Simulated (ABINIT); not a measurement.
Crystal: Al2Pt.

```xyz
3
Lattice="0.0000 2.9550 2.9550 2.9550 0.0000 2.9550 2.9550 2.9550 0.0000" Properties=species:S:1:pos:R:3 pbc="T T T"
Pt    0.0000    0.0000    0.0000
Al    4.4325    4.4325    4.4325
Al    1.4775    1.4775    1.4775
```

Base run:

| Property | Result |
| --- | --- |
| Program | ABINIT 10.8.3 (patched build) |
| Functional | SCAN |
| Potentials or basis | JTH PAW PBE v2.0 |
| Cutoff | 517 eV |
| k mesh | 8 × 8 × 8 |
| Occupations | fermi-dirac, width 0.05 eV |
| Spin | no spin polarisation |

Its results: band gap on the k mesh none (metal or under the smearing width); pressure -2.7 GPa.

Q: The run is repeated on the same cell with these changes: functional from SCAN to LDA. What comes out?

A: Band gap on the k mesh none (metal or under the smearing width); pressure -3.4 GPa.

Caveats: the PAW data sets were made with another functional, which shifts forces and pressure a little; spin-orbit coupling is left out, which moves the levels of the heavy elements.
